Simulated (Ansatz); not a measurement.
# BAs (Pm-3m) in Ansatz: convergence with wavefunction cutoff

Aim: find how far wavefunction cutoff must go before the results for BAs settle, at PBEsol. This setting moves, with any that are tied to it; all else stays.

Program: Ansatz 0.2.0. These are calculated values, not measurements. Logs are shortened: lines on timing, memory, paths and dates and some standing lists are left out, and cuts for length are marked.

## (1) Starting point

Symmetry: Pm-3m, No. 221, cubic system. The conventional cell has a = 2.957 Å, b = 2.957 Å, c = 2.957 Å, α = 90.00°, β = 90.00°, γ = 90.00°. Around B (site symmetry m-3m) lie 8 As at 2.56 Å. As (site symmetry m-3m) is surrounded by 8 B at 2.56 Å.

The cell was built by a generator and needn't be a form met in nature.

## (2) With wavefunction cutoff 400 eV

input.yaml

```yaml
crystal:
  lattice:
    - [2.95701033, 0.0, 0.0]
    - [0.0, 2.95701033, 0.0]
    - [0.0, 0.0, 2.95701033]
  atoms:
    - { symbol: B, position: [0.5, 0.5, 0.5] }
    - { symbol: As, position: [0.0, 0.0, 0.0] }
hamiltonian:
  xc: pbesol
  pseudopotentials: { kind: paw, source: jth, xc_functional: pbe }
kpoints:
  mp_grid: { grid: [8, 8, 8] }
scf:
  occupations: { method: gaussian, width: 0.1 }
output:
  forces: true
  stress: true
  eigenvalues: true
basis:
  ecutwfc: "400 eV"
```

Potentials or basis: JTH PAW.

Command:

```
ansatz run input.yaml --threads 2 --pin off --max-ram 5632MiB --backend cpu --events-out ev --progress --plain --runs-dir out
```

It took 0.94 s on 2 threads of Arm Neoverse V2, shared host; peak memory 0.23 GiB.

Results:

- Free energy: -4960.7741 eV
- Pressure: -6.6 GPa
- Band gap on the k mesh: none (metal or under the smearing width)

## (3) With wavefunction cutoff 500 eV

input.yaml, as its differences from that of step 2:

```diff
@@ -20,2 +20,2 @@
 basis:
-  ecutwfc: "400 eV"
+  ecutwfc: "500 eV"
```

Potentials or basis: JTH PAW.

Command:

```
ansatz run input.yaml --threads 2 --pin off --max-ram 5632MiB --backend cpu --events-out ev --progress --plain --runs-dir out
```

Wall time 0.59 s (2 threads of Arm Neoverse V2, shared host); peak memory 0.25 GiB.

Results:

```
Free energy            : -4960.7780 eV
Pressure               : -6.6 GPa
Band gap on the k mesh : none (metal or under the smearing width)
```

## (4) With wavefunction cutoff 600 eV

input.yaml, as its differences from that of step 3:

```diff
@@ -20,2 +20,2 @@
 basis:
-  ecutwfc: "500 eV"
+  ecutwfc: "600 eV"
```

Command:

```
ansatz run input.yaml --threads 2 --pin off --max-ram 5632MiB --backend cpu --events-out ev --progress --plain --runs-dir out
```

Wall time 0.66 s (2 threads of Arm Neoverse V2, shared host); peak memory 0.26 GiB.

Results:

| Quantity | Value |
| --- | --- |
| Free energy | -4960.7798 eV |
| Pressure | -6.6 GPa |
| Band gap on the k mesh | none (metal or under the smearing width) |

## (5) With wavefunction cutoff 700 eV

input.yaml, as its differences from that of step 4:

```diff
@@ -20,2 +20,2 @@
 basis:
-  ecutwfc: "600 eV"
+  ecutwfc: "700 eV"
```

Command:

```
ansatz run input.yaml --threads 2 --pin off --max-ram 5632MiB --backend cpu --events-out ev --progress --plain --runs-dir out
```

Wall time 0.88 s (2 threads of Arm Neoverse V2, shared host); peak memory 0.28 GiB.

Results:

```
Free energy            : -4960.7805 eV
Pressure               : -6.6 GPa
Band gap on the k mesh : none (metal or under the smearing width)
```

## (6) With wavefunction cutoff 850 eV

input.yaml, as its differences from that of step 5:

```diff
@@ -20,2 +20,2 @@
 basis:
-  ecutwfc: "700 eV"
+  ecutwfc: "850 eV"
```

Potentials or basis: JTH PAW.

Command:

```
ansatz run input.yaml --threads 2 --pin off --max-ram 5632MiB --backend cpu --events-out ev --progress --plain --runs-dir out
```

It took 1.1 s on 2 threads of Arm Neoverse V2, shared host; peak memory 0.29 GiB.

Results (log left out):

```yaml
Free_energy: -4960.7821 eV
Pressure: -6.6 GPa
Band_gap_on_the_k_mesh: none (metal or under the smearing width)
```

## (7) With wavefunction cutoff 1000 eV

input.yaml, as its differences from that of step 6:

```diff
@@ -20,2 +20,2 @@
 basis:
-  ecutwfc: "850 eV"
+  ecutwfc: "1000 eV"
```

Command:

```
ansatz run input.yaml --threads 2 --pin off --max-ram 5632MiB --backend cpu --events-out ev --progress --plain --runs-dir out
```

It took 1.2 s on 2 threads of Arm Neoverse V2, shared host; peak memory 0.31 GiB.

It converged, with:

```
Free energy            : -4960.7841 eV
Pressure               : -6.6 GPa
Band gap on the k mesh : none (metal or under the smearing width)
```

## (8) With wavefunction cutoff 1200 eV

input.yaml, as its differences from that of step 7:

```diff
@@ -20,2 +20,2 @@
 basis:
-  ecutwfc: "1000 eV"
+  ecutwfc: "1200 eV"
```

Command:

```
ansatz run input.yaml --threads 2 --pin off --max-ram 5632MiB --backend cpu --events-out ev --progress --plain --runs-dir out
```

It took 1.7 s on 2 threads of Arm Neoverse V2, shared host; peak memory 0.34 GiB.

Results (log left out):

- Free energy: -4960.7845 eV
- Pressure: -6.6 GPa
- Band gap on the k mesh: none (metal or under the smearing width)

## (9) With wavefunction cutoff 1400 eV

input.yaml, as its differences from that of step 8:

```diff
@@ -20,2 +20,2 @@
 basis:
-  ecutwfc: "1200 eV"
+  ecutwfc: "1400 eV"
```

Potentials or basis: JTH PAW.

Command:

```
ansatz run input.yaml --threads 2 --pin off --max-ram 5632MiB --backend cpu --events-out ev --progress --plain --runs-dir out
```

It took 2.1 s on 2 threads of Arm Neoverse V2, shared host; peak memory 0.37 GiB.

It converged, with:

* Free energy: -4960.7855 eV
* Pressure: -6.6 GPa
* Band gap on the k mesh: none (metal or under the smearing width)

## (10) With wavefunction cutoff 1700 eV

input.yaml, as its differences from that of step 9:

```diff
@@ -20,2 +20,2 @@
 basis:
-  ecutwfc: "1400 eV"
+  ecutwfc: "1700 eV"
```

Potentials or basis: JTH PAW.

Command:

```
ansatz run input.yaml --threads 2 --pin off --max-ram 5632MiB --backend cpu --events-out ev --progress --plain --runs-dir out
```

The log of the run:

```text
Warning: the checks of this B dataset prove no rule for summing its radial tables, as where they were carried onto another mesh than they were made on, and Gregory's rule is taken, under which a leading mesh point left out moves its sums only by what lay on the interval it spanned. That does not make them correct, and they differ from Quantum ESPRESSO's on this file; a re-export a fraction of a mesh step off can move them. hamiltonian.pseudopotentials.radial_quadrature: simpson_from_first_knot sums it by `pw.x`'s rule; on a PAW file no value gives `pw.x`'s numbers. What more to know: hamiltonian.pseudopotentials.radial_quadrature, in the input reference
Warning: the checks of this As dataset prove no rule for summing its radial tables, as where they were carried onto another mesh than they were made on, and Gregory's rule is taken, under which a leading mesh point left out moves its sums only by what lay on the interval it spanned. That does not make them correct, and they differ from Quantum ESPRESSO's on this file; a re-export a fraction of a mesh step off can move them. hamiltonian.pseudopotentials.radial_quadrature: simpson_from_first_knot sums it by `pw.x`'s rule; on a PAW file no value gives `pw.x`'s numbers. What more to know: hamiltonian.pseudopotentials.radial_quadrature, in the input reference
Warning: RAYON_NUM_THREADS=2 ignored (pool sized by the plan → 2); use --threads N
Engine: ansatz 0.2.0, aarch64-unknown-linux-gnu
Pseudopotentials: kind: paw
Pseudopotential: B, paw, valence charge 3, recommended cutoff 630 eV (normal), B.paw.azcp
Pseudopotential: As, paw, valence charge 15, recommended cutoff 1350 eV (normal), As.paw.azcp
Functional definition: PBEsol
  exchange = pbesol_x
  correlation = pbesol_c
Crystal: 2 atoms, lattice volume = 25.856 Å³
Basis set: ecut = 1700 eV, 4067 PW (Γ), exchange–correlation on 80×80×80 points (8 copies of the dense FFT grid, shifted against one another)
Bands: 13, of which v1, the nominal top of the filled ones, is band 9 counted from 1 (8 counted from 0)
Symmetry: 48 space group operations
Space group: Pm-3m (ITA 221), of the structure as read, at distance tolerance 3.0e-5 Å
k-points: 35 of 512
Non-local potential: B, projectors of the file, l = 0: 2, l = 1: 2
Non-local potential: As, projectors of the file, l = 0: 2, l = 1: 2, l = 2: 2
PAW form: soft (Blöchl's): semilocal exchange-correlation on the pseudo side does not see the compensation charge
PAW frozen core: B, regenerated for the run's functional, and the local potential with it (the file was generated under x = pbe(κ = 0.804, μ = 0.2195149727645171), c = pbe(β = 0.06672455060314922))
PAW frozen core: As, regenerated for the run's functional, and the local potential with it (the file was generated under x = pbe(κ = 0.804, μ = 0.2195149727645171), c = pbe(β = 0.06672455060314922))
PAW one-centre angular grid: B, 110 points (default); XC on 64 Gauss nodes
PAW one-centre angular grid: As, 590 points (default); XC on 64 Gauss nodes
Initial density: superposition of atomic densities (chi_scale 0.1, normalization cell, long waves kept (reshape's long-wave potential 0.00 eV rms))
Initial wavefunctions: pseudopotential atomic-orbital guess
Functional: x = pbesol(κ = 0.804, μ = 0.12345679012345678), c = pbesol(β = 0.046)
SCF iter   1: F=—  HF=-4960.887056 eV  |F-HF|=—  |Δ(HF+E_count)|=         —  Δρ=2.80e-2  dr2=3.44e-1  ethr=3.10e-3  ⟨swp⟩=7.0  Hψ=6821  notcnv=0  defer=17
automatic band count: the SCF goes on with 17 bands, as 13 were too few: the levels above may hold too much charge
preconditioner: auto → none  [metal: Δε(μ)=0.079 eV  Ē_g=15.367 eV  σ=0.100 eV  W_gap=0.40  n_scr=6 (ndim 8)  ℏωp=20.7 eV  f_vac=0.000  D(μ)=1.41/eV (n_scr^D=18)  sad-step TF]
SCF iter   2: F=—  HF=-4960.842777 eV  |F-HF|=—  |Δ(HF+E_count)|=   4.43e-2  Δρ=2.01e-2  dr2=1.83e-1  ethr=1.91e-3  ⟨swp⟩=1.1  Hψ=879  notcnv=0  defer=46
SCF iter   3: F=—  HF=-4960.786342 eV  |F-HF|=—  |Δ(HF+E_count)|=   5.64e-2  Δρ=2.69e-3  dr2=2.46e-3  ethr=1.02e-3  ⟨swp⟩=2.1  Hψ=708  notcnv=0  defer=74
SCF iter   4: F=—  HF=-4960.785752 eV  |F-HF|=—  |Δ(HF+E_count)|=   5.89e-4  Δρ=2.24e-4  dr2=5.89e-6  ethr=1.37e-5  ⟨swp⟩=1.7  Hψ=653  notcnv=0  defer=77
SCF iter   5: F=—  HF=-4960.785767 eV  |F-HF|=—  |Δ(HF+E_count)|=   1.47e-5  Δρ=2.41e-5  dr2=3.57e-8  ethr=3.27e-8  ⟨swp⟩=2.0  Hψ=648  notcnv=0  defer=79
SCF iter   6: F=-4960.785767 eV  HF=-4960.785767 eV  |F-HF|=2.15e-10  |Δ(HF+E_count)|=   3.45e-8  Δρ=2.85e-6  dr2=5.17e-10  ethr=1.98e-10  ⟨swp⟩=7.6  Hψ=3152  notcnv=0
SCF 1 converged in 6 iterations: F = -4960.785767 eV  dr2 = 5.17e-10
SCF converged after 6 iterations
Free energy (F): -4960.785767 eV
Harris-Foulkes:  -4960.785767 eV  (|F-HF|=2.15e-10)
Internal energy: -4960.778806 eV  (E = F + TS)
E sigma→0 (E₀):  -4960.782286 eV
Entropy (-TS):   -0.006961 eV (-3.481 meV/atom)
Fermi energy:    12.232033 eV
--- Per-component energies (eV) ---
  E_band       = -190.671537
  E_kinetic    = 145.569261
  E_local      = -2258.263520  (includes V_loc(G=0)·N_el)
  E_nonlocal   = 27.785424
  E_hartree    = 856.750343
  E_xc         = -87.186427
  E_vxc        = -111.699960  (∫ρ·V_xc dr)
  E_paw        = -1854.130863  (= ΣΔE_a)
  E_vpaw       = 292.435769  (= ΣTr[D̂ρ^β])
  E_aug_tail   = -0.000001  (compensation charges beyond the density's cutoff)
  E_ewald      = -1792.284175
  E_core_change = 0.981152  (= ΣΔE_core)
  E_smearing   = -0.006961  (= −TS)
  E_closure    = 0.000000  (closes the sum)
  Σ components = -4960.785767   (vs F -4960.785767, Δ=0.00e0)
--- Forces (eV/Å), atoms counted from 1 ---
  atom   1  B      0.00000000    -0.00000000     0.00000000
  atom   2  As    -0.00000000    -0.00000000    -0.00000000
  max |Σ_I F_I| component: 6.57e-32 eV/Å
--- Stress (GPa, compression-positive) ---
       -6.615361      -0.000000       0.000000
        0.000000      -6.615361      -0.000000
        0.000000      -0.000000      -6.615361
  P = ⅓ Tr σ = -6.6154 GPa (-66.154 kbar)
--- Band table (eV; the first three rows and the last of 35) ---
  k-point 0: bands = ["-24.0431", "-24.0431", "-23.9963", "-23.9963", "-23.9963", "-3.3982", "11.3165", "11.3165", "11.3165", "11.7271", "17.7998", "17.7998", "21.2227", "21.2227", "21.2227", "31.4713", "31.4713"]
  k-point 1: bands = ["-24.0428", "-24.0374", "-23.9979", "-23.9979", "-23.9961", "-3.1569", "8.9255", "11.5655", "11.5655", "12.9098", "18.0506", "19.3888", "20.6091", "20.6091", "20.8679", "30.6429", "30.6430"]
  k-point 2: bands = ["-24.0423", "-24.0236", "-24.0020", "-24.0020", "-23.9958", "-2.4473", "6.0655", "12.3043", "12.3043", "13.7117", "18.7977", "19.0214", "19.0214", "19.0497", "23.6929", "27.3053", "30.3005"]
  k-point 34: bands = ["-24.0203", "-24.0203", "-24.0203", "-23.9818", "-23.9818", "4.7209", "9.1255", "9.1255", "9.1255", "9.5891", "10.2615", "10.2615", "10.2615", "31.6058", "31.6058", "31.6058", "39.9262"]
```

It took 2.8 s on 2 threads of Arm Neoverse V2, shared host; peak memory 0.4 GiB.

What came out:

```yaml
Free_energy: -4960.7858 eV
Pressure: -6.6 GPa
Band_gap_on_the_k_mesh: none (metal or under the smearing width)
```

## (11) Result

```
wavefunction cutoff  energy less the tightest run, at zero smearing (meV/atom)  pressure (GPa)  SCF cycles  CPU time (s)  peak memory (GiB)
             400 eV                                                       5.83           -6.56           6           1.3               0.23
             500 eV                                                       3.89           -6.59           6           1.1               0.25
             600 eV                                                       3.01           -6.60           6           1.2               0.26
             700 eV                                                       2.65           -6.61           6           1.6               0.28
             850 eV                                                       1.82           -6.61           6             2               0.29
            1000 eV                                                       0.83           -6.61           6           2.3               0.31
            1200 eV                                                       0.62           -6.61           6           3.2               0.34
            1400 eV                                                       0.13           -6.62           6             4               0.37
            1700 eV                                                       0.00           -6.62           6           4.8                0.4
```

Against the tightest run, the energy stays within 1 meV/atom from 1000 eV on; the pressure stays within 0.1 GPa from 400 eV on. The tightest run that finished is the yardstick and may itself not be fully converged.
